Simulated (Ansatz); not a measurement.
A crystal relaxed with r2SCAN in Ansatz 0.2.0 has space group P6_3mc (No. 186) and a = 3.805 Å, c = 6.244 Å.

```tsv
atom	site	x	y	z
Zn	2b	0.3333	0.6667	0.0003
Xx	2b	0.3333	0.6667	0.3747
```

The r2SCAN gap is direct at Γ: 2.78 eV. HSE06 gives a direct gap of 3.44 eV at Γ. The PBE gap is direct at Γ: 2.21 eV. Meshes: r2SCAN 12×12×4, HSE06 6×6×4, PBE 12×12×4. r2SCAN's ε∞ is 5.3 along x and y, 5.5 along z.

Q: Which element is Xx?
A. Se
B. S
C. Te
D. O

A: B. Xx is S: wurtzite ZnS. Zn is surrounded by 4 S at 2.33–2.34 Å; S is surrounded by 4 Zn at 2.33–2.34 Å.

The values are computed, spin-unpolarised, and not measurements.

The meshes of the hybrids are coarse, so their gaps aren't converged to the digits shown.
